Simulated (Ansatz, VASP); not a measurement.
## One calculation of B5As6, two programs

```
As B
1.0
     3.40035    0.00000    0.00000
     0.00000    3.40035    0.00000
     0.00000    0.00000   27.02206
As B
6 5
Direct
  0.00000 0.50000 0.27737
  0.50000 0.00000 0.36673
  0.00000 0.50000 0.45539
  0.50000 0.00000 0.54461
  0.00000 0.50000 0.63327
  0.50000 0.00000 0.72263
  0.50000 0.50000 0.32219
  0.00000 0.00000 0.41107
  0.50000 0.50000 0.50000
  0.00000 0.00000 0.58893
  0.50000 0.50000 0.67781
```

Alike in both runs: functional PBE; k mesh 8 × 8 × 1; occupations gaussian, width 0.05 eV; no spin polarisation.

Ansatz relaxed the structure, and its values are those at the end. VASP's run is a single point on that final structure, the one shown.

|  | VASP | Ansatz |
| --- | --- | --- |
| version | VASP 6.6.1 | Ansatz 0.2.0 |
| potentials or method | VASP PAW PBE potentials, release 64 (As, B) | scalar-relativistic, plane waves, PAW |
| plane-wave cutoff (eV) | 520 | 420 |
| valence electrons in the cell | 45 | 105 |

|  | VASP | Ansatz | Ansatz less VASP |
| --- | --- | --- | --- |
| gap on the k mesh at the Fermi level (eV) | none | none | - |
| rms of the force components (eV/Å) | 0.013 | 0.005 | -0.0081 |
| work function, face that differs most (eV) | 5.79 | 5.79 | +0.002 |

A gap of «none» marks a metal or a gap that the smearing closes. The two sets of potentials don't hold the same shells in valence.
